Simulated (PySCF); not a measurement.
# Predicted spectroscopic data

Theoretical values (PySCF 2.14.0 with density-fitted response routines): GFN2-xTB structure, J: B3LYP/pcJ-1 (spin–dipole term left out of most H,H and C,H couplings), shieldings: GIAO PBE0/pcSseg-1. Single conformer, averaged over atoms made equivalent by symmetry, fast rotation or ring inversion, no solvent model, no relativistic terms.

δ = σ(ref) − σ, references computed at the same level: TMS for ¹H (σ = 31.72 ppm), ¹³C (σ = 186.93 ppm). Multiplet labels drop J under 1 Hz and among equivalent protons, and merge close values. Unscaled 3J(H,H) run several per cent high. Where no couplings were computed, multiplicities follow the n + 1 count of equivalent neighbours, and m marks all less simple cases (inequivalent or close neighbours, rings, F or P nearby). Shifts are as computed. Against solution values, carbons near 30 ppm lie about +3 ppm off and those near 130 ppm about +5 ppm; carbons on Cl a further +6 ppm (rms about the fit 2.1 ppm; single classes can miss by 10 ppm). Of 1328 compounds with measured shifts, 309 miss one by over three times the rms of a fit or turn the order of signals round; such compounds aren't used in these exercises. Signals without a measured value on file couldn't be tested in this way; 1H shifts scatter by 0.2 ppm about their fit, and single ones miss by 0.5 ppm. Across acyclic CH2–CH2 and CH–CH2 bonds, 3J(H,H) assumes equally populated rotamers. Carbons bonded to Cl come out too deshielded.

Compound 1 (C₄H₁₀O). ¹H NMR (400 MHz, computed): δ 3.56 (q, J = 7.3 Hz, 4H), 1.28 (t, J = 7.3 Hz, 6H). ¹³C{¹H} NMR (computed): δ 71.3 (CH2), 18.1 (CH3). Structure: diethyl ether (SMILES CCOCC).

Compound 2 (C₄H₁₀O). ¹H NMR (400 MHz, computed): δ 3.52 (s, 3H), 3.25 (t, J = 7.4 Hz, 2H), 1.68 (sext, J = 7.8 Hz, 2H), 0.91 (t, J = 8.0 Hz, 3H). ¹³C{¹H} NMR (computed): δ 80.6, 61.6, 27.7, 11.7. Structure: SMILES CCCOC.

Compound 3 (C₄H₂Cl₂). ¹H NMR (400 MHz, computed): δ 7.46 (s, 1H), 5.24 (s, 1H). ¹³C{¹H} NMR (computed): δ 147.9 (C), 130.0 (CH), 122.8 (C), 86.9 (CH). Structure: `Cl/C=C1C=C/1Cl`.
